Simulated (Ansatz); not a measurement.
Input, command and steps of an Ansatz relaxation.

```yaml
crystal:
  lattice:
    - [0.0, 2.7639160008, 2.7639160008]
    - [2.7639160008, 0.0, 2.7639160008]
    - [2.7639160008, 2.7639160008, 0.0]
  atoms:
    - { symbol: Nb, position: [0.0, 0.0, 0.0] }
    - { symbol: Sn, position: [0.5, 0.5, 0.5] }
basis:
  ecutwfc: 420
kpoints:
  mp_grid: { grid: [6, 6, 6] }
hamiltonian:
  xc: pbe
scf:
  occupations: { method: gaussian, width: 0.1 }
  lower_state_search: "off"
output:
  forces: true
  stress: true
  eigenvalues: true
relax:
  adjacent_minimum: "off"
  f_tol: 0.04
  max_steps: 70
  cell: { stress_tol: 0.4 }
```

```bash
ansatz run input.yaml --threads 1 --pin off --max-ram 2560MiB --backend cpu --events-out ev --progress --plain --runs-dir out
```

The calculation used DFT PBE, scalar-relativistic, plane waves, PAW in Ansatz.

Of 5 frames 5 are shown, positions in Å and forces in eV/Å; the SCF threshold varies from step to step. Steps run on the plane waves of an earlier cell, with a Pulay correction in the pressure. The basis is chosen afresh for the last frame, the zero of the energies, and at times for earlier ones too; energy and pressure step there, also at an unchanged geometry. The mark taken_back stands on steps that the optimiser undid.

```xyz
2
Lattice="0.0000 2.7639 2.7639 2.7639 0.0000 2.7639 2.7639 2.7639 0.0000" Properties=species:S:1:pos:R:3:forces:R:3 pbc="T T T" step=1 free_energy_over_end_meV_per_atom=31.86 pressure_GPa=7.85
Nb    0.0000    0.0000    0.0000    0.0000    0.0000    0.0000
Sn    2.7639    2.7639    2.7639    0.0000    0.0000    0.0000
2
Lattice="0.0000 2.9005 2.9005 2.9005 0.0000 2.9005 2.9005 2.9005 0.0000" Properties=species:S:1:pos:R:3:forces:R:3 pbc="T T T" step=2 free_energy_over_end_meV_per_atom=48.10 pressure_GPa=-7.36 taken_back
Nb    0.0000    0.0000    0.0000    0.0000    0.0000    0.0000
Sn    2.9005    2.9005    2.9005    0.0000    0.0000    0.0000
2
Lattice="0.0000 2.8311 2.8311 2.8311 0.0000 2.8311 2.8311 2.8311 0.0000" Properties=species:S:1:pos:R:3:forces:R:3 pbc="T T T" step=3 free_energy_over_end_meV_per_atom=0.99 pressure_GPa=-0.94
Nb    0.0000    0.0000    0.0000    0.0000    0.0000    0.0000
Sn    2.8311    2.8311    2.8311    0.0000    0.0000    0.0000
2
Lattice="0.0000 2.8236 2.8236 2.8236 0.0000 2.8236 2.8236 2.8236 0.0000" Properties=species:S:1:pos:R:3:forces:R:3 pbc="T T T" step=4 free_energy_over_end_meV_per_atom=0.35 pressure_GPa=-0.10
Nb    0.0000    0.0000    0.0000    0.0000    0.0000    0.0000
Sn    2.8236    2.8236    2.8236    0.0000    0.0000    0.0000
2
Lattice="0.0000 2.8236 2.8236 2.8236 0.0000 2.8236 2.8236 2.8236 0.0000" Properties=species:S:1:pos:R:3:forces:R:3 pbc="T T T" step=5 free_energy_over_end_meV_per_atom=0.00 pressure_GPa=-0.10
Nb    0.0000    0.0000    0.0000    0.0000    0.0000    0.0000
Sn    2.8236    2.8236    2.8236    0.0000    0.0000    0.0000
```

The start puts this composition into another compound's structure type, which needn't suit it. At the end the space group is Fm-3m (tolerance 0.05 Å).

The run took 4.7 s on 1 thread of Intel(R) Xeon(R) Platinum 8375C CPU @ 2.90GHz (Ice Lake), on a shared host, peak memory 0.37 GiB.

The k mesh is coarse.